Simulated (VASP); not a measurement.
Here is a VASP 6.6.1 calculation.

File INCAR:

```
SYSTEM = Tm
PREC = Accurate
ENCUT = 500
EDIFF = 1E-6
ISMEAR = 0
SIGMA = 0.1
LREAL = .False.
LASPH = .True.
NELM = 100
ALGO = Normal
ISIF = 2
LWAVE = .False.
LCHARG = .False.
ISPIN = 2
MAGMOM = 2
LORBIT = 11
LMAXMIX = 6
GGA = PS
NBANDS = 22
```

File KPOINTS:

```
Automatic mesh
0
Gamma
  9 9 9
  0 0 0
```

POSCAR

```
Tm
1.0
    0.0000000000      2.4680255249      2.4680255249
    2.4680255249      0.0000000000      2.4680255249
    2.4680255249      2.4680255249      0.0000000000
Tm
1
Direct
    0.0000000000      0.0000000000      0.0000000000
```

Potentials or basis: VASP PAW PBE potentials, release 64 (Tm).

Launch:

```console
$ cat potpaw_PBE.64/Tm/POTCAR > POTCAR
$ mpirun -np 1 vasp_std > vasp.out
```

Problem. What does it give for the band gap on the k mesh?

Solution. None (metal or under the smearing width).

Problem. What does it give for the pressure?

Solution. 1.2 GPa.

Caveat: the magnetic or orbital state may not be the lowest; the PAW data sets were made with another functional, which shifts forces and pressure a little; spin-orbit coupling is left out, which moves the levels of the heavy elements. The state reached can hang on the start; a lower one may exist.
